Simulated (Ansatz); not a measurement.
input.yaml (Ansatz)

```yaml
crystal:
  lattice:
    - [0.0, 2.5971151231, 2.5971151231]
    - [2.5971151231, 0.0, 2.5971151231]
    - [2.5971151231, 2.5971151231, 0.0]
  atoms:
    - { symbol: "Y", position: [0.0, 0.0, 0.0], spin: 1.0 }
hamiltonian:
  xc: pbe
  pseudopotentials:
    kind: paw
    azcp:
      "Y": "pseudopotentials/Y.paw.azcp"
basis:
  ecutwfc: 420
  fft_grid_basis: typed
kpoints:
  mp_grid: { grid: [18, 18, 18], shift: [0, 0, 0] }
magnetization:
  spin_polarized: true
scf:
  occupations: { method: fermi_dirac, width: 0.05 }
output:
  stress: true
  write_density: true
  write_potential: true
  elf: true
  volumetric_format: npy
```

Output

```
Engine: ansatz 0.2.0, x86_64-unknown-linux-gnu
Pseudopotentials: kind: paw
Pseudopotential: Y, paw, valence charge 11, recommended cutoff 420 eV (normal) 
Functional definition: PBE
  parameter kappa = 0.804
  parameter beta = 0.06672455060314922
  exchange = pbe_x(kappa = kappa, mu = beta*pi^2/3)
  correlation = pbe_c(beta = beta)
Crystal: 1 atoms, lattice volume = 35.035 Å³
Basis set: ecut = 420 eV, 701 PW (Γ)
Bands: 10, of which v1, the nominal top of the filled ones, is band 6 counted from 1 (5 counted from 0)
Symmetry: 48 space group operations
Space group: Fm-3m (ITA 225), of the structure as read, at distance tolerance 3.3e-5 Å
Magnetic group: BNS 225.116 (UNI 1618), of the structure as read, at distance tolerance 3.3e-5 Å
k-points: 195 of 5832
Non-local potential: Y, projectors of the file, l = 0: 3, l = 1: 2, l = 2: 2, l = 3: 1
PAW form: soft (Blöchl's): semilocal exchange-correlation on the pseudo side does not see the compensation charge
PAW one-centre angular grid: Y, 590 points (default); XC on 64 Gauss nodes
Initial density: superposition of atomic densities (chi_scale 0.1, normalization cell)
Starting moments: Σ|m| = 1 μB on 1 of 1 site
Initial wavefunctions: pseudopotential atomic-orbital guess
Functional: x = pbe(κ = 0.804, μ = 0.2195149727645171), c = pbe(β = 0.06672455060314922)
iter 1 solved again at ethr=8.37e-4 eV; its pass at ethr=3.10e-3 eV (dr2=9.21e-2 eV) is discarded
SCF iter   1: F=—  HF=-3848.653251 eV  |F-HF|=—  |Δ(HF+E_count)|=         —  Δρ=1.74e-2 (↑1.74e-2 ↓1.04e-2)  dr2=9.10e-2  dr2_m=5.37e-2  M=0.408 μB ∫|m|=0.408 μB  β_m=0.30  ethr=8.37e-4  ⟨swp⟩=1.0  Hψ=29458  notcnv=0
Mixer restart at iter 1: flushing history
SCF iter   2: F=—  HF=-3848.633029 eV  |F-HF|=—  |Δ(HF+E_count)|=   2.02e-2  Δρ=1.31e-2 (↑1.31e-2 ↓7.76e-3)  dr2=5.65e-2  dr2_m=2.95e-2  M=0.365 μB ∫|m|=0.365 μB  β_m=0.65  ethr=8.27e-4  ⟨swp⟩=1.0  Hψ=3900  notcnv=0
SCF iter   3: F=—  HF=-3848.620815 eV  |F-HF|=—  |Δ(HF+E_count)|=   1.22e-2  Δρ=1.34e-3 (↑1.34e-3 ↓1.29e-3)  dr2=2.81e-4  dr2_m=4.59e-4  M=0.170 μB ∫|m|=0.170 μB  β_m=0.78  ethr=5.13e-4  ⟨swp⟩=2.1  Hψ=6947  notcnv=0
SCF iter   4: F=—  HF=-3848.623785 eV  |F-HF|=—  |Δ(HF+E_count)|=   2.97e-3  Δρ=9.31e-4 (↑9.31e-4 ↓9.19e-4)  dr2=2.69e-5  dr2_m=2.69e-4  M=0.110 μB ∫|m|=0.110 μB  β_m=0.89  ethr=2.55e-6  ⟨swp⟩=2.0  Hψ=5853  notcnv=0
SCF iter   5: F=—  HF=-3848.625332 eV  |F-HF|=—  |Δ(HF+E_count)|=   1.55e-3  Δρ=4.81e-4 (↑4.77e-4 ↓4.81e-4)  dr2=8.08e-6  dr2_m=7.21e-5  M=0.055 μB ∫|m|=0.055 μB  β_m=0.94  ethr=2.44e-7  ⟨swp⟩=2.1  Hψ=6273  notcnv=0
SCF iter   6: F=—  HF=-3848.625890 eV  |F-HF|=—  |Δ(HF+E_count)|=   5.58e-4  Δρ=5.28e-5 (↑5.28e-5 ↓4.20e-5)  dr2=3.63e-6  dr2_m=1.09e-7  M=-0.002 μB ∫|m|=0.002 μB  β_m=0.87  ethr=7.34e-8  ⟨swp⟩=3.0  Hψ=6756  notcnv=0
SCF iter   7: F=—  HF=-3848.625890 eV  |F-HF|=—  |Δ(HF+E_count)|=   4.23e-7  Δρ=7.54e-6 (↑6.28e-6 ↓7.54e-6)  dr2=9.86e-9  dr2_m=1.24e-8  M=0.000 μB ∫|m|=0.000 μB  β_m=0.94  ethr=3.30e-8  ⟨swp⟩=2.1  Hψ=5782  notcnv=0
SCF iter   8: F=—  HF=-3848.625890 eV  |F-HF|=—  |Δ(HF+E_count)|=   1.20e-7  Δρ=1.72e-6 (↑1.72e-6 ↓1.70e-6)  dr2=5.87e-12  dr2_m=9.37e-10  M=0.000 μB ∫|m|=0.000 μB  β_m=0.97  ethr=8.96e-11  ⟨swp⟩=2.1  Hψ=6118  notcnv=0
SCF iter   9: F=—  HF=-3848.625890 eV  |F-HF|=—  |Δ(HF+E_count)|=   9.67e-9  Δρ=4.33e-7 (↑4.21e-7 ↓4.33e-7)  dr2=1.41e-12  dr2_m=5.83e-11  M=-0.000 μB ∫|m|=0.000 μB  β_m=0.98  ethr=1.00e-12  ⟨swp⟩=3.3  Hψ=7277  notcnv=0
SCF iter  10: F=-3848.625890 eV  HF=-3848.625890 eV  |F-HF|=4.55e-13  |Δ(HF+E_count)|=  6.56e-10  Δρ=3.42e-8 (↑3.42e-8 ↓3.09e-8)  dr2=3.34e-13  dr2_m=2.89e-13  M=-0.000 μB ∫|m|=0.000 μB  ethr=1.00e-12  ⟨swp⟩=3.9  Hψ=16135  notcnv=0
SCF 1 converged in 10 iterations: F = -3848.625890 eV  dr2 = 3.34e-13
the search or the solves at the SCF's close seem to have found levels that the self-consistency loop had missed (the run counts 2). By its estimate they hold under 1e-12 electrons; where the run keeps them, the occupations were computed again with them
WARN: the starting moments were not kept: the SCF closed with an absolute magnetisation of 1.0e-6 μB, where they sum to 1 μB in size (1 site). That is at most 0.1 of that sum. Measured as dr2_m measures the in/out step, that magnetisation stands 1.4e-13 eV from none, at or under the dr2_threshold of 1.0e-7 eV: it is no larger than a step whose dr2_m would equal this threshold. The system may hold no moment; this SCF shows only that its start led to no more than that. To try another start: raise the starting moments (crystal.atoms[].spin, magnetization.per_species, magnetization.initial_magnetization, or on a non-collinear deck that types none of these the spinor_matrix: blocks that start its atoms; where the total moment is fixed, keep their sum and leave initial_magnetization as it is; typed ones take the place of any that the run laid by itself, positive ones on a crystal's lanthanoids without a Hubbard term where scf.initial_density.shell_occupations: [] is typed) or, if the notice of its spin-set hold's release reads "site moments contracting" or "site moments show no strong build", lengthen the hold (scf.mixing.spin_hold: { on: { confirm: 4 } }; for m-r²SCAN on two components see the key's manual first). Each may lead to a state that holds a moment. A second SCF, from the converged charge density, with the starting moments and any scf.initial_density.shell_occupations laid on it anew, would have followed, and was not run: the deck does not ask for one (magnetization.retry_lost_moments is false, the default). To let it run, set magnetization.retry_lost_moments: true and run the deck again, where that key's refused combinations let it; where memory then withholds it, that run's warning says so.
SCF converged after 10 iterations
Magnetization: -0.0000 μB (5.5000 up, 5.5000 down)
Absolute magnetization: 0.0000 μB (∫|ρ↑−ρ↓|, with the PAW one-centre terms)
Spin contamination: 0.0000 ħ² per cell (⟨S²⟩ above its minimum at these occupations)
Per-site moments (μB) at R_I (Å): [(-3.345090884577133e-7, 1.5150611149295699)]
Free energy (F): -3848.625890 eV
Harris-Foulkes:  -3848.625890 eV  (|F-HF|=4.55e-13)
Internal energy: -3848.611240 eV  (E = F + TS)
E sigma→0 (E₀):  -3848.618565 eV
Entropy (-TS):   -0.014650 eV (-14.650 meV/atom)
Fermi energy:    8.683190 eV
--- Per-component energies (eV) ---
  E_band       = -130.564913
  E_kinetic    = 303.301904
  E_local      = -637.692800  (includes V_loc(G=0)·N_el)
  E_nonlocal   = 50.046818
  E_hartree    = 202.375900
  E_xc         = -172.366376
  E_vxc        = -197.769402  (∫ρ·V_xc dr)
  E_paw        = -2825.301631  (= ΣΔE_a)
  E_vpaw       = -53.203249  (= ΣTr[D̂ρ^β])
  E_aug_tail   = 0.000003  (compensation charges beyond the density's cutoff)
  E_ewald      = -768.975057
  E_smearing   = -0.014650  (= −TS)
  E_closure    = 0.000000  (closes the sum)
  Σ components = -3848.625890   (vs F -3848.625890, Δ=0.00e0)
--- Stress (GPa, compression-positive) ---
       -2.653245       0.000000      -0.000000
       -0.000000      -2.653245       0.000000
        0.000000      -0.000000      -2.653245
  P = ⅓ Tr σ = -2.6532 GPa (-26.532 kbar)
--- Band table (eV; the first three rows and the last of 390) ---
  k-point 0 ↑: bands = ["-34.1579", "-13.9127", "-13.9127", "-13.9127", "4.0788", "10.3865", "10.3865", "10.3865", "12.2173", "12.2173"]
  k-point 1 ↑: bands = ["-34.1564", "-13.9266", "-13.9145", "-13.9145", "4.1497", "10.3053", "10.4206", "10.4206", "12.1802", "12.1802"]
  k-point 2 ↑: bands = ["-34.1524", "-13.9664", "-13.9197", "-13.9197", "4.3578", "10.0897", "10.5096", "10.5096", "12.0946", "12.0946"]
  k-point 194 ↓: bands = ["-34.0952", "-14.2227", "-14.1784", "-14.0767", "7.9815", "8.7070", "9.1015", "11.2004", "13.9060", "15.3691"]
```
